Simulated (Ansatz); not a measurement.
Write the native input for Ansatz 0.2.0 that does the following.

- Task: relaxation of cell and atoms
- Functional: BLYP
- Potentials or basis: Ansatz PAW
- Cutoff: 420 eV (not typed: the program's choice for these potentials)
- k mesh: 12 × 12 × 12
- Occupations: fermi-dirac, width 0.05 eV
- Spin: no spin polarisation

The system is Mo.

```
CELL_PARAMETERS angstrom
-1.58381 1.58381 1.58381
1.58381 -1.58381 1.58381
1.58381 1.58381 -1.58381
ATOMIC_POSITIONS crystal
Mo 0.00000 0.00000 0.00000
```

These files were run (other wordings do the same):

input.yaml

```yaml
crystal:
  lattice:
    - [-1.5838089719, 1.5838089719, 1.5838089719]
    - [1.5838089719, -1.5838089719, 1.5838089719]
    - [1.5838089719, 1.5838089719, -1.5838089719]
  atoms:
    - { symbol: Mo, position: [0.0, 0.0, 0.0] }
hamiltonian:
  xc: blyp
  pseudopotentials: { kind: paw }
kpoints:
  mp_grid: { grid: [12, 12, 12] }
scf:
  occupations: { method: fermi_dirac, width: 0.05 }
output:
  forces: true
  stress: true
relax:
  f_tol: 0.01
  max_steps: 40
  cell: { stress_tol: 0.05 }
```

Potentials or basis: Ansatz PAW.

Launch:

```sh
$ ansatz run input.yaml --threads 2 --pin off --max-ram 5120MiB --backend cpu --events-out ev --progress --plain --runs-dir out
```

Results of the run:

| Item | Value |
| --- | --- |
| Relaxed volume | 16.40 Å³/atom |
| Relaxed cell | a = 2.772 Å, b = 2.772 Å, c = 2.772 Å, α = 109.47°, β = 109.47°, γ = 109.47° |
| Space group after relaxing (to 0.05 Å) | Im-3m (No. 229) |
| Energy gained by relaxing | 12.4 meV/atom |
| Ionic steps | 4 |
| Pressure after relaxing | 0.0 GPa |

Caveat: the plane-wave basis is chosen anew once the cell has moved, so the energies of steps on either side of that aren't comparable; the PAW data sets come from PBE, with cores solved anew for the run's functional, which leaves a small shift of forces and pressure.

It took 1.9 s on 2 threads of Arm Neoverse V2 (shared host), peak memory 0.27 GiB.
